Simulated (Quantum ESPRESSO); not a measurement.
Crystal: Cd.

```
Cd
1.0
     2.97887    0.00000    0.00000
    -1.48944    2.57978    0.00000
     0.00000    0.00000    5.61765
Cd
2
Direct
  0.66667 0.33333 0.75000
  0.33333 0.66667 0.25000
```

- Program: Quantum ESPRESSO 7.5
- Task: single point
- Functional: PBEsol
- Potentials or basis: GBRV 1.5 PBEsol
- Cutoff: 612 eV
- Density cutoff: 4898 eV
- k mesh: 10 × 10 × 5
- Occupations: fermi-dirac, width 0.05 eV
- Spin: no spin polarisation

On this cell: pressure -1.4 GPa; largest force under 0.003 eV/Å; band gap on the k mesh none (metal or under the smearing width).

The same run follows on a disturbed copy (atoms moved at random, drawn with an rms of 0.05 Å):

```
Cd
1.0
     2.97887    0.00000    0.00000
    -1.48944    2.57978    0.00000
     0.00000    0.00000    5.61765
Cd
2
Direct
  0.65588 0.32948 0.76127
  0.31215 0.68112 0.25800
```

Question: What does the disturbed cell give?

Answer: The energy (extrapolated to zero smearing) moves by +0.5 meV/atom; pressure -1.4 GPa; largest force 0.034 eV/Å; band gap on the k mesh none (metal or under the smearing width).

Forces on the atoms (eV/Å):
```
Cd  -0.015  0.013 -0.028
Cd   0.015 -0.013  0.028
```

Stress tensor (GPa, compression positive):
```
-1.09 -0.09  0.01
-0.09 -1.23 -0.01
 0.01 -0.01 -1.74
```
